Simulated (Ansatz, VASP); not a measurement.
This is a calculation of HfN for VASP 6.6.1.

File POSCAR:

```
HfN
1.0
    3.4332100000      0.0000000000      0.0000000000
   -1.7166000000      2.9732400000      0.0000000000
    0.0000000000      0.0000000000      3.9698200000
Hf N
1 1
Direct
    0.0000000000      0.0000000000      0.5000000000
    0.0000000000      0.0000000000      0.0000000000
```

Contents of INCAR.step1:

```
SYSTEM = HfN
ALGO     = Normal         ! electronic algorithm
EDIFF    = 1E-5           ! SCF threshold, eV
ENCUT    = 520            ! plane-wave cutoff, eV
GGA      = PE             ! functional
ISIF     = 2              ! what is computed and relaxed
ISMEAR   = -1             ! smearing method
LASPH    = .TRUE.         ! aspherical terms in the spheres
LCHARG   = .FALSE.        ! write CHGCAR
LREAL    = .FALSE.        ! projectors in reciprocal space
LWAVE    = .TRUE.         ! write WAVECAR
NBANDS   = 14             ! bands
NELM     = 100            ! most SCF steps
PREC     = Accurate       ! precision mode
SIGMA    = 0.05           ! smearing width, eV
```

Contents of INCAR.step2:

```
SYSTEM = HfN
AEXX     = 0.15           ! exact-exchange fraction
ALGO     = Normal         ! electronic algorithm
EDIFF    = 1E-6           ! SCF threshold, eV
ENCUT    = 520            ! plane-wave cutoff, eV
GGA      = PE             ! functional
HFSCREEN = 0.2            ! screening, 1/A
ISIF     = 2              ! what is computed and relaxed
ISMEAR   = -1             ! smearing method
ISTART   = 1            
LASPH    = .TRUE.         ! aspherical terms in the spheres
LCHARG   = .FALSE.        ! write CHGCAR
LHFCALC  = .TRUE.         ! exact exchange
LREAL    = .FALSE.        ! projectors in reciprocal space
LWAVE    = .FALSE.        ! write WAVECAR
NBANDS   = 14             ! bands
NELM     = 100            ! most SCF steps
PREC     = Accurate       ! precision mode
PRECFOCK = Fast         
SIGMA    = 0.05           ! smearing width, eV
```

Contents of KPOINTS:

```
k-points
0
G
  5 5 4
  0 0 0
```

Potentials or basis: VASP PAW PBE potentials, release 64 (Hf_pv, N).

Command:

```console
$ cat potpaw_PBE.64/Hf_pv/POTCAR potpaw_PBE.64/N/POTCAR > POTCAR
$ cp INCAR.step1 INCAR
$ mpirun -np 1 vasp_std > vasp.out
$ cp INCAR.step2 INCAR
$ mpirun -np 1 vasp_std > vasp.out
```

Translate it to Ansatz 0.2.0. Potentials there: Ansatz PAW.

As run (the cutoff follows the program's own potentials):

input.yaml

```yaml
crystal:
  lattice:
    - [3.43321, 0.0, 0.0]
    - [-1.7166, 2.97324, 0.0]
    - [0.0, 0.0, 3.96982]
  atoms:
    - { symbol: Hf, position: [0.0, 0.0, 0.5] }
    - { symbol: "N", position: [0.0, 0.0, 0.0] }
hamiltonian:
  xc: { exchange: pbe, correlation: pbe, exx: { coeff: 0.15, omega: 0.2 } }
  pseudopotentials: { kind: paw }
kpoints:
  mp_grid: { grid: [5, 5, 4] }
scf:
  occupations: { method: fermi_dirac, width: 0.05 }
output:
  forces: true
  stress: true
  eigenvalues: true
```

Potentials or basis: Ansatz PAW.

The run is started by

```console
$ ansatz run input.yaml --threads 2 --pin off --max-ram 5632MiB --backend cpu --events-out ev --progress --plain --runs-dir out
```

Both were run:

|  | VASP | Ansatz | Ansatz less VASP |
| --- | --- | --- | --- |
| gap on the k mesh at the Fermi level (eV) | none | none | - |
| pressure (GPa) | -1.6 | -1.2 | +0.39 |
| largest component of the traceless stress (GPa) | 6.53 | 6.55 | +0.017 |

A gap of «none» marks a metal or a gap that the smearing closes. The two sets of potentials don't hold the same shells in valence.

Caveats: the k mesh is coarse (spacing up to 0.42 Å⁻¹), so the values aren't converged, least of all with exact exchange; the PAW data sets were made with another functional, which shifts forces and pressure a little (VASP); the PAW data sets come from PBE, with cores solved anew for the run's functional, which leaves a small shift of forces and pressure (Ansatz); the thresholds are loose for stress (Ansatz). The runs have no spin-orbit coupling, so splittings on Hf are missing.
